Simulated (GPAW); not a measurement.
Runs of GPAW 26.7.0 on LiH. It takes space group Fm-3m (No. 225, cubic). Conventional cell: a = 4.074 Å, b = 4.074 Å, c = 4.074 Å, α = 90.00°, β = 90.00°, γ = 90.00°. Around Li (site symmetry m-3m) lie 6 H at 2.04 Å. H (site symmetry m-3m) has 6 Li at 2.04 Å as nearest neighbours. 

```tsv
task	level	potentials or basis	cell	k mesh	optimizer	fmax	max steps	target pressure	convergence	gap on the mesh (eV)	pressure (GPa)
relaxation of cell and atoms	PBEsol	PAW data sets generated in the run's folder for this functional, pw	relaxed to 2 GPa	11 × 11 × 11	BFGS	0.02 eV/Å	60	2 GPa	density=1e-05 forces=0.0001	2.89	2.4
relaxation of cell and atoms	PBEsol	PAW data sets generated in the run's folder for this functional, pw	relaxed to 5 GPa	11 × 11 × 11	BFGS	0.02 eV/Å	60	5 GPa	density=1e-05 forces=0.0001	2.85	4.9
relaxation of cell and atoms	PBEsol	PAW data sets generated in the run's folder for this functional, pw	relaxed to 10 GPa	11 × 11 × 11	BFGS	0.02 eV/Å	60	10 GPa	density=1e-05 forces=0.0001	(a)	9.8
relaxation of cell and atoms	PBEsol	PAW data sets generated in the run's folder for this functional, pw	relaxed	11 × 11 × 11	BFGS	0.02 eV/Å	60	-	density=1e-05 forces=0.0001	(b)	0.1
single point	TB-mBJ	GPAW PAW data sets for LDA (gpaw-data 1.2.1), pw	as given	12 × 12 × 12	-	-	-	-	-	4.69	-
relaxation of cell and atoms	PBEsol	PAW data sets generated in the run's folder for this functional, pw	relaxed to 20 GPa	11 × 11 × 11	BFGS	0.02 eV/Å	60	20 GPa	density=1e-05 forces=0.0001	2.64	20.0
relaxation of cell and atoms	PBEsol	PAW data sets generated in the run's folder for this functional, pw	relaxed to 30 GPa	11 × 11 × 11	BFGS	0.02 eV/Å	60	30 GPa	density=1e-05 forces=0.0001	2.52	29.9
```

Alike in all rows: no spin polarisation; cutoff (eV) 800; smearing fermi-dirac 0.05 eV.

Task: Estimate the missing entries.

Result: (a) 2.78; (b) 2.93.

Caveats: later steps reuse the first step's grids (some runs); an odd mesh through Γ misses points on the zone boundary, where band edges often lie (some runs); a model potential gives levels but no total energy (some runs); the PAW data sets were made with another functional, which shifts forces and pressure a little (some runs).

Runs at the PBE level aren't shown here.
